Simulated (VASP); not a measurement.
# SnSe: from the relaxed cell to its vibrations

What lattice, stiffness and vibrations does SnSe have at one level of theory? The starting structure is a measured crystal structure from the Crystallography Open Database. All runs use LDA.

Calculated with VASP 6.6.1; Kohn-Sham DFT with plane waves and PAW; LDA.

## (1) The structure

Symmetry: Fm-3m, No. 225, cubic system. The conventional cell has a = 6.020 Å, b = 6.020 Å, c = 6.020 Å, α = 90.00°, β = 90.00°, γ = 90.00°. Nearest to Sn lie 6 Se at 3.01 Å. Se has 6 Sn at 3.01 Å nearest. Farther neighbours and most contacts between anions are not listed.

## (2) Relaxation

This run starts from the cell of an earlier relaxation, which isn't shown; the restart sets up the plane waves anew.

Contents of INCAR:

```
SYSTEM = SnSe
PREC = Accurate
ENCUT = 500
EDIFF = 1E-07
NELM = 100
ISMEAR = 0
SIGMA = 0.03
LREAL = .FALSE.
ALGO = Normal
GGA = CA
NBANDS = 16
LORBIT = 11
LWAVE = .FALSE.
LCHARG = .FALSE.
KPAR = 4
IBRION = 2
NSW = 50
ISIF = 3
EDIFFG = -0.002
```

Contents of POSCAR:

```
SnSe
1.0
    0.0000000000      2.9420910559      2.9420910559
    2.9420910559      0.0000000000      2.9420910559
    2.9420910559      2.9420910559      0.0000000000
Sn Se
1 1
Direct
    0.0000000000      0.0000000000      0.0000000000
    0.5000000000      0.5000000000      0.5000000000
```

Contents of KPOINTS:

```
Automatic mesh
0
Gamma
6 6 6
0 0 0
```

Potentials, in the order of the species: Sn_d and Se (LDA family, release 64).

Command:

```
$ mpirun -np 4 vasp_std
```

What it wrote:

```text
[banner, memory and clock lines left out]
running    4 mpi-ranks, on    1 nodes
 distrk:  each k-point on    1 cores,    4 groups
 distr:  one band on    1 cores,    1 groups

 POSCAR found type information on POSCAR SnSe
 POSCAR found :  2 types and       2 ions
 LDA part: xc-table for (Slater(with rela. corr.)+CA(PZ))
 , standard interpolation
 POSCAR, INCAR and KPOINTS ok, starting setup
 FFT: planning ... GRIDC
 FFT: planning ... GRID_SOFT
 FFT: planning ... GRID
 WAVECAR not read
 entering main loop
       N       E                     dE             d eps       ncg     rms          rms(c)
DAV:   1     0.128538381485E+03    0.12854E+03   -0.97929E+03   520   0.154E+03
DAV:   2     0.157229750727E+01   -0.12697E+03   -0.12272E+03   584   0.366E+02
DAV:   3    -0.941337931393E+01   -0.10986E+02   -0.10958E+02   640   0.924E+01
DAV:   4    -0.968067473200E+01   -0.26730E+00   -0.26723E+00   640   0.163E+01
DAV:   5    -0.968937526273E+01   -0.87005E-02   -0.87005E-02   712   0.268E+00    0.362E+00
DAV:   6    -0.954392366633E+01    0.14545E+00   -0.35038E-01   768   0.386E+00    0.225E+00
DAV:   7    -0.953686151547E+01    0.70622E-02   -0.56690E-02   624   0.119E+00    0.965E-01
DAV:   8    -0.953556839847E+01    0.12931E-02   -0.53362E-03   648   0.662E-01    0.657E-02
DAV:   9    -0.953547194260E+01    0.96456E-04   -0.77465E-04   760   0.234E-01    0.405E-02
DAV:  10    -0.953547101832E+01    0.92428E-06   -0.63801E-05   640   0.508E-02    0.822E-03
DAV:  11    -0.953547164177E+01   -0.62346E-06   -0.47791E-06   656   0.178E-02    0.329E-03
DAV:  12    -0.953547161909E+01    0.22687E-07   -0.46133E-07   664   0.934E-03
   1 F= -.95354716E+01 E0= -.95354716E+01  d E =-.953547E+01
 curvature:   0.00 expect dE= 0.000E+00 dE for cont linesearch  0.000E+00
 trial: gam= 0.00000 g(F)=  0.586E-61 g(S)=  0.121E-06 ort = 0.000E+00 (trialstep = 0.100E+01)
 search vector abs. value=  0.122E-06
 reached required accuracy - stopping structural energy minimisation
```

Wall time 4 s (4 MPI ranks of AMD EPYC 7R43, shared host); peak memory 0.46 GiB; 13 s of CPU time.

The logs omit lines about the potential files and the build; timing stands in the text.

Parts of OUTCAR (step 2):

```text
ion  position               nearest neighbor table
   1  0.000  0.000  0.000-   2 2.94   2 2.94   2 2.94   2 2.94   2 2.94   2 2.94
   2  0.500  0.500  0.500-   1 2.94   1 2.94   1 2.94   1 2.94   1 2.94   1 2.94

  LATTYP: Found a face centered cubic cell.
 ALAT       =     5.8841821118

 Subroutine GETGRP returns: Found 48 space group operations
 (whereof 48 operations were pure point group operations)

The static configuration has the point symmetry O_h .

 Found     16 irreducible k-points:

   k-points           NKPTS =     16   k-points in BZ     NKDIM =     16   number of bands    NBANDS=     16

   dimension x,y,z NGX =    30 NGY =   30 NGZ =   30
   dimension x,y,z NGXF=    60 NGYF=   60 NGZF=   60

   ENCUT  =  500.0 eV  36.75 Ry    6.06 a.u.   7.59  7.59  7.59*2*pi/ulx,y,z

   NELECT =      20.0000    total number of electrons

 k-points in reciprocal lattice and weights: Automatic mesh
   0.00000000  0.00000000  0.00000000       0.005
   0.16666667  0.00000000  0.00000000       0.037
   0.33333333  0.00000000  0.00000000       0.037
   0.50000000  0.00000000  0.00000000       0.019
   0.16666667  0.16666667  0.00000000       0.028
   0.33333333  0.16666667  0.00000000       0.111
   0.50000000  0.16666667  0.00000000       0.111
  -0.33333333  0.16666667  0.00000000       0.111
  -0.16666667  0.16666667  0.00000000       0.056
[...]
-0.33333333  0.33333333  0.16666667       0.111
  -0.33333333  0.50000000  0.16666667       0.056

 average (electrostatic) potential at core
       1-100.6528       2 -58.4638

 E-fermi :   6.2655

 k-point     1 :       0.0000    0.0000    0.0000
  band No.  band energies     occupation
    ...
      6      -8.1479      2.00000
      7       1.2584      2.00000
      8       3.8407      2.00000
      9       3.8407      2.00000
     10       3.8407      2.00000
     11      10.6933      0.00000
     12      10.6933      0.00000
     13      10.6933      0.00000
     14      12.0028      0.00000
     15      12.0028      0.00000
    ...

 k-point     2 :       0.1667    0.0000    0.0000
  band No.  band energies     occupation
    ...
      6      -7.9307      2.00000
      7       0.1249      2.00000
      8       3.8803      2.00000
      9       3.8803      2.00000
     10       4.7078      2.00000
     11       9.2812      0.00000
     12       9.4570      0.00000
     13       9.4570      0.00000
     14      12.0182      0.00000
     15      12.6707      0.00000
    ...

 k-point     3 :       0.3333    0.0000    0.0000
  band No.  band energies     occupation
    ...
      6      -7.4004      2.00000
      7      -1.4979      2.00000
      8       4.0118      2.00000
      9       4.0118      2.00000
     10       5.6527      2.00000
     11       7.7167      0.00000
     12       7.9653      0.00000
     13       7.9653      0.00000
     14      12.9592      0.00000
     15      14.3803      0.00000
    ...

  Total       -0.0012953     -0.0012953     -0.0012953     -0.0000000     -0.0000000      0.0000000
  in kB       -0.0407449     -0.0407449     -0.0407449     -0.0000000     -0.0000000      0.0000000
  external PRESSURE =      -0.0407449 kB  Pullay stress =       0.0000000 kB

  energy-cutoff  :      500.00
  volume of cell :       50.93
      direct lattice vectors                 reciprocal lattice vectors
     0.000000000  2.942091056  2.942091056    -0.169947153  0.169947153  0.169947153
     2.942091056  0.000000000  2.942091056     0.169947153 -0.169947153  0.169947153
     2.942091056  2.942091056  0.000000000     0.169947153  0.169947153 -0.169947153

 POSITION                                       TOTAL-FORCE (eV/Angst)
 -----------------------------------------------------------------------------------
      0.00000      0.00000      0.00000         0.000000      0.000000     -0.000000
      2.94209      2.94209      2.94209         0.000000     -0.000000      0.000000
 -----------------------------------------------------------------------------------
    total drift:                               -0.000000      0.000000      0.000000

  FREE ENERGIE OF THE ION-ELECTRON SYSTEM (eV)
  ---------------------------------------------------
  free  energy   TOTEN  =        -9.5354716191 eV

  energy  without entropy=       -9.5354716191  energy(sigma->0) =       -9.53547162

 reached required accuracy - stopping structural energy minimisation

 total charge
# of ion       s       p       d       tot
------------------------------------------
    1        1.381   0.743   9.998  12.122
    2        1.490   2.292   0.033   3.815
--------------------------------------------------
tot          2.871   3.036  10.031  15.937

[... 3 further parts left out ...]
```

CONTCAR:

```
SnSe
   1.00000000000000
     0.0000000000000000    2.9420910559000002    2.9420910559000002
     2.9420910559000002    0.0000000000000000    2.9420910559000002
     2.9420910559000002    2.9420910559000002    0.0000000000000000
  Sn              Se
     1     1
Direct
     0.0000000000000000    0.0000000000000000    0.0000000000000000
     0.5000000000000000    0.5000000000000000    0.5000000000000000
```

The run keeps the 48 symmetry operations of its start, so it cannot find a distortion of lower symmetry.

The relaxed cell holds 25.466 Å³ an atom, with a = 5.884 Å (-2.3 % against the database cell). Pressures at 0.985 and 1.015 times this volume, from two more relaxations that aren't shown, give a bulk modulus of 61.3 GPa.

## (3) Elastic constants

Contents of INCAR:

```
SYSTEM = SnSe
PREC = Accurate
ENCUT = 700
EDIFF = 1E-08
NELM = 100
ISMEAR = 0
SIGMA = 0.03
LREAL = .FALSE.
ALGO = Normal
GGA = CA
NBANDS = 16
LORBIT = 11
LWAVE = .FALSE.
LCHARG = .FALSE.
KPAR = 4
IBRION = 6
NFREE = 2
POTIM = 0.015
ISIF = 3
NSW = 1
```

POSCAR is that of step 2.

Contents of KPOINTS:

```
Automatic mesh
0
Gamma
8 8 8
0 0 0
```

Command:

```
$ mpirun -np 4 vasp_std
```

What it wrote:

```text
[... set-up lines as in an earlier step ...]
 entering main loop
       N       E                     dE             d eps       ncg     rms          rms(c)
DAV:   1     0.140957610780E+03    0.14096E+03   -0.11654E+04   944   0.193E+03
DAV:   2     0.305423600540E+01   -0.13790E+03   -0.13436E+03   968   0.418E+02
DAV:   3    -0.935269628359E+01   -0.12407E+02   -0.12352E+02  1184   0.992E+01
DAV:   4    -0.966120309437E+01   -0.30851E+00   -0.30841E+00  1096   0.170E+01
[...]
DAV:  11    -0.950946824918E+01   -0.56016E-06   -0.47594E-06  1280   0.179E-02    0.294E-03
DAV:  12    -0.950946821238E+01    0.36801E-07   -0.43808E-07  1184   0.101E-02    0.106E-03
DAV:  13    -0.950946821225E+01    0.12960E-09   -0.28581E-08  1128   0.201E-03
   1 F= -.95094682E+01 E0= -.95094682E+01  d E =-.123077E-16
[... from here on, the cycles between the ionic steps are left out ...]
   2 F= -.95059814E+01 E0= -.95059814E+01  d E =-.562491E-28
   3 F= -.95013943E+01 E0= -.95013943E+01  d E =-.205784E-29
   4 F= -.95059814E+01 E0= -.95059814E+01  d E =-.566380E-28
   5 F= -.95013943E+01 E0= -.95013943E+01  d E =-.205823E-29
   6 F= -.95059814E+01 E0= -.95059814E+01  d E =-.566940E-28
   7 F= -.95013943E+01 E0= -.95013943E+01  d E =-.204921E-29
   8 F= -.95087860E+01 E0= -.95087860E+01  d E =-.880579E-14
   9 F= -.95087860E+01 E0= -.95087860E+01  d E =-.887137E-14
  10 F= -.95087860E+01 E0= -.95087860E+01  d E =-.887127E-14
  11 F= -.95087860E+01 E0= -.95087860E+01  d E =-.888932E-14
  12 F= -.95087860E+01 E0= -.95087860E+01  d E =-.887036E-14
  13 F= -.95087860E+01 E0= -.95087860E+01  d E =-.887542E-14
  14 F= -.95094110E+01 E0= -.95094110E+01  d E =-.119209E-16
  15 F= -.95094110E+01 E0= -.95094110E+01  d E =-.119116E-16
  16 F= -.95094118E+01 E0= -.95094118E+01  d E =-.118533E-16
  17 F= -.95094118E+01 E0= -.95094118E+01  d E =-.119249E-16
 Finite differences progress:
  Degree of freedom:   8/  8
  Displacement:        2/  2
  Total:              16/ 16
```

Elapsed: 6.3 min, on 4 MPI ranks; peak memory 1.6 GiB; 24 min of CPU time.

From OUTCAR (step 3):

```text
  Total        0.1330179      0.1304485      0.1304485     -0.0000000     -0.0000000      0.0000000
  in kB        4.1842967      4.1034714      4.1034714     -0.0000000     -0.0000000      0.0000000
  external PRESSURE =       4.1304131 kB  Pullay stress =       0.0000000 kB

 POSITION                                       TOTAL-FORCE (eV/Angst)
 -----------------------------------------------------------------------------------
      0.00000      0.00000      0.00000        -0.007565      0.000000      0.000000
      2.92709      2.94209      2.94209         0.007565      0.000000      0.000000
 -----------------------------------------------------------------------------------
    total drift:                               -0.000020     -0.000000     -0.000000

  FREE ENERGIE OF THE ION-ELECTRON SYSTEM (eV)
  ---------------------------------------------------
  free  energy   TOTEN  =        -9.5094117511 eV

  energy  without entropy=       -9.5094117511  energy(sigma->0) =       -9.50941175

[... 3 further parts left out ...]
[key lines of the parts left out:]
E-fermi :   6.2721
```

The last energy, forces and stress in OUTCAR belong to the last displaced cell, not to that of POSCAR.

The elastic tensor has C11 = 161.4, C12 = 12.2, C44 = 19.3 GPa; its Hill averages are a bulk modulus of 61.9 and a shear modulus of 34.4 GPa.

## (4) Modes of the relaxed cell

Contents of INCAR:

```
SYSTEM = SnSe
PREC = Accurate
ENCUT = 500
EDIFF = 1E-08
NELM = 100
ISMEAR = 0
SIGMA = 0.03
LREAL = .FALSE.
ALGO = Normal
GGA = CA
NBANDS = 16
LORBIT = 11
LWAVE = .FALSE.
LCHARG = .FALSE.
KPAR = 4
IBRION = 8
LEPSILON = .TRUE.
LPEAD = .TRUE.
ISIF = 2
```

POSCAR is that of step 3.

Contents of KPOINTS:

```
Automatic mesh
0
Gamma
12 12 12
0 0 0
```

Command:

```
$ mpirun -np 4 vasp_std
```

What it wrote:

```text
[... set-up lines as in an earlier step ...]
 entering main loop
       N       E                     dE             d eps       ncg     rms          rms(c)
DAV:   1     0.126769000028E+03    0.12677E+03   -0.98409E+03  2360   0.152E+03
DAV:   2     0.127489565043E+01   -0.12549E+03   -0.12258E+03  2576   0.373E+02
DAV:   3    -0.940615761992E+01   -0.10681E+02   -0.10644E+02  2880   0.916E+01
DAV:   4    -0.965268366875E+01   -0.24653E+00   -0.24648E+00  2816   0.153E+01
[...]
DAV:  11    -0.949739202973E+01   -0.64532E-06   -0.49310E-06  3144   0.173E-02    0.273E-03
DAV:  12    -0.949739198493E+01    0.44805E-07   -0.46116E-07  3040   0.105E-02    0.888E-04
DAV:  13    -0.949739198766E+01   -0.27367E-08   -0.27354E-08  2712   0.165E-03
   1 F= -.94973920E+01 E0= -.94973920E+01  d E =-.928483E-11
 Linear response reoptimize wavefunctions to high precision
DAV:   1    -0.949739198543E+01    0.22337E-08   -0.97045E-09  3016   0.111E-03
DAV:   2    -0.949739198546E+01   -0.29559E-10   -0.63465E-10  1624   0.178E-04
 Linear response to external field (no local field effect), progress :
[...]
RMM:  15    -0.220791596820E+00    0.85557E-08    0.11649E-08  8599   0.328E-05    0.622E-07
 first order change of Fermi-energy   0.42050E-03
 force on displaced ion       1 direction 1 :  -0.436   0.000   0.000
 Born effective charge ion    1 direction 1 :   5.610   0.000   0.000
 Linear response progress:
  Degree of freedom:   2/  2
       N       E                     dE             d eps       ncg     rms          rms(c)
RMM:   1    -0.829537435122E-01   -0.82954E-01    0.92118E-02 11051   0.126E+00
RMM:   2    -0.830226482097E-01   -0.68905E-04   -0.19998E-03  9444   0.229E-01    0.703E-02
RMM:   3    -0.832605445151E-01   -0.23790E-03   -0.16065E-04  9799   0.679E-02    0.358E-02
RMM:   4    -0.835833920295E-01   -0.32285E-03   -0.44873E-05  9697   0.394E-02    0.722E-03
[...]
RMM:   9    -0.835937109316E-01    0.43426E-06    0.51236E-07 10299   0.115E-04    0.163E-05
RMM:  10    -0.835936602891E-01    0.50643E-07    0.15164E-07 10856   0.437E-05    0.213E-06
RMM:  11    -0.835936652977E-01   -0.50086E-08   -0.51089E-08 10093   0.234E-05    0.203E-06
 first order change of Fermi-energy  -0.67028E-03
 force on displaced ion       2 direction 1 :  -0.408   0.000   0.000
 Born effective charge ion    2 direction 1 :  -5.691   0.000   0.000
 Born effective charges drift removed
 Linear response finished
```

Run time: 4.2 min. Hardware: 4 MPI ranks; peak memory 2.2 GiB; 17 min of CPU time.

From OUTCAR (step 4):

```text
  Total        0.1652951      0.1652951      0.1652951      0.0000000     -0.0000000      0.0000000
  in kB        5.1996274      5.1996274      5.1996274      0.0000000     -0.0000000      0.0000000
  external PRESSURE =       5.1996274 kB  Pullay stress =       0.0000000 kB

 POSITION                                       TOTAL-FORCE (eV/Angst)
 -----------------------------------------------------------------------------------
      0.00000      0.00000      0.00000         0.000000     -0.000000     -0.000000
      2.94209      2.94209      2.94209        -0.000000      0.000000      0.000000
 -----------------------------------------------------------------------------------
    total drift:                               -0.000000      0.000000      0.000000

 MACROSCOPIC STATIC DIELECTRIC TENSOR (including local field effects in DFT)
 ------------------------------------------------------
         327.553920    -0.000000     0.000000
           0.000000   327.553920     0.000000
           0.000000     0.000000   327.553920
 ------------------------------------------------------

 MACROSCOPIC STATIC DIELECTRIC TENSOR IONIC CONTRIBUTION
 ------------------------------------------------------
         290.890535    -0.000000     0.000000
          -0.000000   290.890535     0.000000
           0.000000     0.000000   290.890535
 ------------------------------------------------------

[... 1 part as in an earlier step ...]

[... 1 further part left out ...]
```

The zone-centre modes at 25.466 Å³ an atom are T1u 49.0 cm⁻¹.

(Part 1 of 2 ends here.)

[Lines on the potential files, build, host, timing and source positions are cut from VASP's logs without a mark.]

[Logs are printed without paths, hosts, clocks, repeated set-up lines and the standing remarks that a program may print on its own settings, such as how far it seeks lower states.]

[Hosts, paths, dates, database ids (printed as entryN), source tags and the programs' standing remarks are cut or masked in the printed files.]
